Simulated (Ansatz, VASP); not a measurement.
**One calculation of TePt (k07), two programs**

```xyz
4
Lattice="1.9616 1.1325 6.3881 -1.9616 1.1325 6.3881 0.0000 -2.2651 6.3881" Properties=species:S:1:pos:R:3 pbc="T T T"
Te    0.0000    0.0000   11.5348
Te    0.0000    0.0000    7.6294
Pt    0.0000    0.0000   16.6889
Pt    0.0000    0.0000    2.4753
```

Alike in both runs: functional PBEsol; dispersion D3(BJ); k mesh 18 × 18 × 18; occupations gaussian, width 0.1 eV; no spin polarisation.

Ansatz relaxed the structure, and its values are those at the end. VASP's run is a single point on that final structure, the one shown.

```csv
,VASP,Ansatz
version,VASP 6.6.1,Ansatz 0.2.0
potentials or method,"VASP PAW PBE potentials, release 64 (Te, Pt)","scalar-relativistic, plane waves, PAW"
plane-wave cutoff (eV),520,420
valence electrons in the cell,32,68
```

|  | VASP | Ansatz | Ansatz less VASP |
| --- | --- | --- | --- |
| gap on the k mesh at the Fermi level (eV) | none | none | - |
| pressure (GPa) | -0.2 | 0.0 | +0.16 |
| rms of the force components (eV/Å) | 0.004 | 0.000 | -0.0037 |

A gap of «none» marks a metal or a gap that the smearing closes. The two sets of potentials don't hold the same shells in valence.

Caveats: the PAW data sets were made with another functional, which shifts forces and pressure a little (VASP); pairwise dispersion overbinds metals, which lowers pressure and volume. The runs have no spin-orbit coupling, so splittings on Pt, Te are missing.
